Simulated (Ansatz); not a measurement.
**Ti: one input, then a changed one**

Structure from Materials Project entry mp-73 (possibly hypothetical), not relaxed further.

First run: DFT, r2SCAN, PAW with Ansatz's default frozen-core files, scalar-relativistic (Ansatz 0.2.0).

Command: `ansatz run input.yaml --threads 1 --pin off --max-ram 2048MiB --backend cpu --events-out ev --progress --plain --runs-dir out` The run took 10 s on 1 thread of Arm Neoverse V2, with other jobs on the host.

```yaml
crystal:
  lattice:
    - [-1.6258179727, 1.6258179727, 1.6258179727]
    - [1.6258179727, -1.6258179727, 1.6258179727]
    - [1.6258179727, 1.6258179727, -1.6258179727]
  atoms:
    - { symbol: Ti, position: [0.0, 0.0, 0.0] }
kpoints:
  mp_grid: { grid: [18, 18, 18] }
  band_path:
    path:
      - [0.0, 0.0, 0.0]
      - [0.5, -0.5, 0.5]
      - [0.0, 0.0, 0.5]
      - [0.0, 0.0, 0.0]
      - [0.25, 0.25, 0.25]
      - [0.5, -0.5, 0.5]
      - [0.25, 0.25, 0.25]
      - [0.0, 0.0, 0.5]
    npoints: 14
scf:
  occupations: { method: fermi_dirac, width: 0.05 }
hamiltonian:
  xc: r2scan
  pseudopotentials: { kind: paw }
output:
  forces: true
  stress: true
  eigenvalues: true
  efg: { contact_densities: true }
  populations: true
  bader: true
  dos: { projected: true, de: 0.2, e_range: [-14, 8] }
  write_density: true
  write_potential: true
  elf: true
  volumetric_format: npy
```

Result: converged; pressure 0.06 GPa; no gap on the k mesh; 6 SCF iterations.

A second input differs as follows:

```diff
@@ -21,7 +21,9 @@
 scf:
   occupations: { method: fermi_dirac, width: 0.05 }
+  max_iter: 60
 hamiltonian:
   xc: r2scan
   pseudopotentials: { kind: paw }
+  hubbard: { sites: [{ species: Ti, l: f, u_eff: 30.0 }] }
 output:
   forces: true
@@ -30,9 +32,3 @@
   efg: { contact_densities: true }
   populations: true
-  bader: true
-  dos: { projected: true, de: 0.2, e_range: [-14, 8] }
-  write_density: true
-  write_potential: true
-  elf: true
-  volumetric_format: npy
```

Task: What is wrong with it, and what does the program do?

Result: The fault is a U on a shell that isn't there. The run refused before any iteration. The log ends:
```
Error: inconsistent input (hamiltonian.hubbard.sites[].l, hamiltonian.hubbard.sites[].shell): the file of Ti doesn't list 4f, and it can't be added: PBE doesn't bind the shell 4f of the free atom, whose level lies at +1.05 eV. Type an atom or ion with it (hamiltonian.pseudopotentials.projection_atoms), take another file or name another shell
```
